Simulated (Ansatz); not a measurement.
# Si63Se (Se donor in Si, 64 sites): the cost of one run

Computed with Ansatz 0.2.0 (DFT PBE, scalar-relativistic, plane waves, PAW, and further levels as typed in the inputs, unless a step's input says otherwise).

## 1. Starting point

Symmetry: P-43m, No. 215, cubic system. The conventional cell has a = 10.862 Å, b = 10.862 Å, c = 10.862 Å, α = 90.00°, β = 90.00°, γ = 90.00°. Se (site symmetry -43m) is surrounded by 4 Si at 2.35 Å. Si (site symmetry m) has 4 Si at 2.35 Å as nearest neighbours. Around Si (site symmetry 3m) lie 1 Se at 2.35 Å and 3 Si at 2.35 Å. Si (site symmetry -42m) is surrounded by 4 Si at 2.35 Å. Si (site symmetry 3m) has 4 Si at 2.35 Å as nearest neighbours. Only part of the 10 independent sites is listed.

Structure file:

```cif
data_structure
_symmetry_space_group_name_H-M 'P-43m'
_symmetry_Int_Tables_number 215
_cell_length_a 10.8620
_cell_length_b 10.8620
_cell_length_c 10.8620
_cell_angle_alpha 90.000
_cell_angle_beta 90.000
_cell_angle_gamma 90.000
_cell_volume 1281.53
loop_
_atom_site_label
_atom_site_type_symbol
_atom_site_symmetry_multiplicity
_atom_site_Wyckoff_symbol
_atom_site_fract_x
_atom_site_fract_y
_atom_site_fract_z
_atom_site_occupancy
Se1 Se 1 a 0.00000 0.00000 0.00000 1
Si1 Si 12 i 0.00000 0.25000 0.25000 1
Si2 Si 4 e 0.12500 0.12500 0.12500 1
Si3 Si 12 i 0.12500 0.37500 0.37500 1
Si4 Si 3 d 0.00000 0.00000 0.50000 1
Si5 Si 12 i 0.25000 0.25000 0.50000 1
Si6 Si 12 i 0.12500 0.12500 0.62500 1
Si7 Si 4 e 0.37500 0.37500 0.62500 1
Si8 Si 3 c 0.00000 0.50000 0.50000 1
Si9 Si 1 b 0.50000 0.50000 0.50000 1
```

## 2. Relaxing the atoms: Si63Se defect cell, no spin

Input file input.yaml:

```yaml
crystal:
  lattice:
    - [10.862, 0.0, 0.0]
    - [0.0, 10.862, 0.0]
    - [0.0, 0.0, 10.862]
  atoms:
    - { symbol: Se, position: [0.0, 0.0, 0.0] }
    - { symbol: Si, position: [0.0, 0.25, 0.25] }
    - { symbol: Si, position: [0.25, 0.0, 0.25] }
    - { symbol: Si, position: [0.25, 0.25, 0.0] }
    - { symbol: Si, position: [0.125, 0.125, 0.125] }
    - { symbol: Si, position: [0.125, 0.375, 0.375] }
    - { symbol: Si, position: [0.375, 0.125, 0.375] }
    - { symbol: Si, position: [0.375, 0.375, 0.125] }
    - { symbol: Si, position: [0.0, 0.0, 0.5] }
    - { symbol: Si, position: [0.0, 0.25, 0.75] }
    - { symbol: Si, position: [0.25, 0.0, 0.75] }
    - { symbol: Si, position: [0.25, 0.25, 0.5] }
    - { symbol: Si, position: [0.125, 0.125, 0.625] }
    - { symbol: Si, position: [0.125, 0.375, 0.875] }
    - { symbol: Si, position: [0.375, 0.125, 0.875] }
    - { symbol: Si, position: [0.375, 0.375, 0.625] }
    - { symbol: Si, position: [0.0, 0.5, 0.0] }
    - { symbol: Si, position: [0.0, 0.75, 0.25] }
    - { symbol: Si, position: [0.25, 0.5, 0.25] }
    - { symbol: Si, position: [0.25, 0.75, 0.0] }
    - { symbol: Si, position: [0.125, 0.625, 0.125] }
    - { symbol: Si, position: [0.125, 0.875, 0.375] }
    - { symbol: Si, position: [0.375, 0.625, 0.375] }
    - { symbol: Si, position: [0.375, 0.875, 0.125] }
    - { symbol: Si, position: [0.0, 0.5, 0.5] }
    - { symbol: Si, position: [0.0, 0.75, 0.75] }
    - { symbol: Si, position: [0.25, 0.5, 0.75] }
    - { symbol: Si, position: [0.25, 0.75, 0.5] }
    - { symbol: Si, position: [0.125, 0.625, 0.625] }
    - { symbol: Si, position: [0.125, 0.875, 0.875] }
    - { symbol: Si, position: [0.375, 0.625, 0.875] }
    - { symbol: Si, position: [0.375, 0.875, 0.625] }
    - { symbol: Si, position: [0.5, 0.0, 0.0] }
    - { symbol: Si, position: [0.5, 0.25, 0.25] }
    - { symbol: Si, position: [0.75, 0.0, 0.25] }
    - { symbol: Si, position: [0.75, 0.25, 0.0] }
    - { symbol: Si, position: [0.625, 0.125, 0.125] }
    - { symbol: Si, position: [0.625, 0.375, 0.375] }
    - { symbol: Si, position: [0.875, 0.125, 0.375] }
    - { symbol: Si, position: [0.875, 0.375, 0.125] }
    - { symbol: Si, position: [0.5, 0.0, 0.5] }
    - { symbol: Si, position: [0.5, 0.25, 0.75] }
    - { symbol: Si, position: [0.75, 0.0, 0.75] }
    - { symbol: Si, position: [0.75, 0.25, 0.5] }
    - { symbol: Si, position: [0.625, 0.125, 0.625] }
    - { symbol: Si, position: [0.625, 0.375, 0.875] }
    - { symbol: Si, position: [0.875, 0.125, 0.875] }
    - { symbol: Si, position: [0.875, 0.375, 0.625] }
    - { symbol: Si, position: [0.5, 0.5, 0.0] }
    - { symbol: Si, position: [0.5, 0.75, 0.25] }
    - { symbol: Si, position: [0.75, 0.5, 0.25] }
    - { symbol: Si, position: [0.75, 0.75, 0.0] }
    - { symbol: Si, position: [0.625, 0.625, 0.125] }
    - { symbol: Si, position: [0.625, 0.875, 0.375] }
    - { symbol: Si, position: [0.875, 0.625, 0.375] }
    - { symbol: Si, position: [0.875, 0.875, 0.125] }
    - { symbol: Si, position: [0.5, 0.5, 0.5] }
    - { symbol: Si, position: [0.5, 0.75, 0.75] }
    - { symbol: Si, position: [0.75, 0.5, 0.75] }
    - { symbol: Si, position: [0.75, 0.75, 0.5] }
    - { symbol: Si, position: [0.625, 0.625, 0.625] }
    - { symbol: Si, position: [0.625, 0.875, 0.875] }
    - { symbol: Si, position: [0.875, 0.625, 0.875] }
    - { symbol: Si, position: [0.875, 0.875, 0.625] }
scf:
  occupations: { method: fixed }
output:
  forces: true
  stress: false
  eigenvalues: true
  efg: {}
kpoints:
  mp_grid: { grid: [2, 2, 2], shift: [0.5, 0.5, 0.5] }
hamiltonian:
  xc: pbe
relax:
  f_tol: 0.01
  max_steps: 60
```

The run is started by

```bash
ansatz run input.yaml --threads 8 --pin off --max-ram 24576MiB --backend cpu --events-out ev --progress --plain --runs-dir out
```

What time and memory should one allow on 8 threads of Intel Xeon Platinum 8259CL at 2.50GHz (Skylake/Cascade Lake), shared host?

About 32 s, with a peak of 1.8 GiB.
